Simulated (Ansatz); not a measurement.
This geometry of a periodic cell of 28 atoms, Cu (surface Cu(100), adsorbate Cu) is a first-order saddle point. Atoms 1 to 9 are held.

Theory: DFT PBE, scalar-relativistic, plane waves, PAW (Ansatz 0.2.0). Settings: cutoff 420 eV, k mesh 3x3x1, gaussian smearing 0.1 eV, no spin polarisation.

```xyz
28
Lattice="7.7004 0.0000 0.0000 0.0000 7.7004 0.0000 0.0000 0.0000 15.6300" Properties=species:S:1:pos:R:3
Cu 0.000 0.000 6.000
Cu 2.567 0.000 6.000
Cu 5.134 0.000 6.000
Cu 0.000 2.567 6.000
Cu 2.567 2.567 6.000
Cu 5.134 2.567 6.000
Cu 0.000 5.134 6.000
Cu 2.567 5.134 6.000
Cu 5.134 5.134 6.000
Cu 1.348 1.348 7.833
Cu 3.872 1.262 7.758
Cu 6.465 1.263 7.727
Cu 1.262 3.872 7.758
Cu 3.785 3.785 7.833
Cu 6.369 3.870 7.727
Cu 1.263 6.465 7.727
Cu 3.870 6.369 7.727
Cu 6.417 6.417 7.751
Cu 0.081 0.081 9.562
Cu 2.725 -0.099 9.502
Cu 5.218 -0.085 9.511
Cu -0.099 2.725 9.502
Cu 3.383 3.383 10.478
Cu 5.233 2.408 9.502
Cu -0.085 5.218 9.511
Cu 2.408 5.233 9.502
Cu 5.052 5.052 9.562
Cu 1.750 1.750 10.478
```

Question: Which two structures does it join? (They come from a converged band through this point; their orientation in space is the band's.)

Answer: Contacts lost: Cu10–Cu23, Cu11–Cu23, Cu13–Cu23, Cu19–Cu28, Cu20–Cu23, Cu22–Cu23. Contacts made: Cu11–Cu28, Cu13–Cu28, Cu14–Cu28, Cu23–Cu27, Cu24–Cu28, Cu26–Cu28. The atom that moves furthest is Cu28, by 2.37 Å.

First end point:

```xyz
28
Lattice="7.7004 0.0000 0.0000 0.0000 7.7004 0.0000 0.0000 0.0000 15.6300" Properties=species:S:1:pos:R:3
Cu 0.000 0.000 6.000
Cu 2.567 0.000 6.000
Cu 5.134 0.000 6.000
Cu 0.000 2.567 6.000
Cu 2.567 2.567 6.000
Cu 5.134 2.567 6.000
Cu 0.000 5.134 6.000
Cu 2.567 5.134 6.000
Cu 5.134 5.134 6.000
Cu 1.284 1.283 7.758
Cu 3.841 1.283 7.759
Cu 6.426 1.283 7.759
Cu 1.283 3.841 7.759
Cu 3.845 3.845 7.758
Cu 6.423 3.844 7.759
Cu 1.283 6.426 7.759
Cu 3.844 6.423 7.759
Cu 6.423 6.423 7.760
Cu -0.021 -0.021 9.560
Cu 2.589 -0.022 9.560
Cu 5.134 0.006 9.520
Cu -0.022 2.588 9.560
Cu 2.589 2.589 9.559
Cu 5.134 2.561 9.520
Cu 0.007 5.134 9.520
Cu 2.561 5.134 9.520
Cu 5.134 5.134 9.499
Cu 1.285 1.284 11.123
```

Last end point:

Only the atoms that move by more than 0.05 Å are listed.
```
Cu19 0.000 0.000 9.499
Cu23 3.848 3.849 11.123
Cu27 5.155 5.155 9.560
Cu28 2.544 2.544 9.559
```

Question: How far does it lie above each of them?

Answer: 0.90 eV above the first and 0.90 eV above the second. This is the barrier of this one path; another mechanism may lie lower. Limits of this set-up: thin slab, slab without dipole correction.

Run time: 25 min on 8 CPU threads of a shared host.
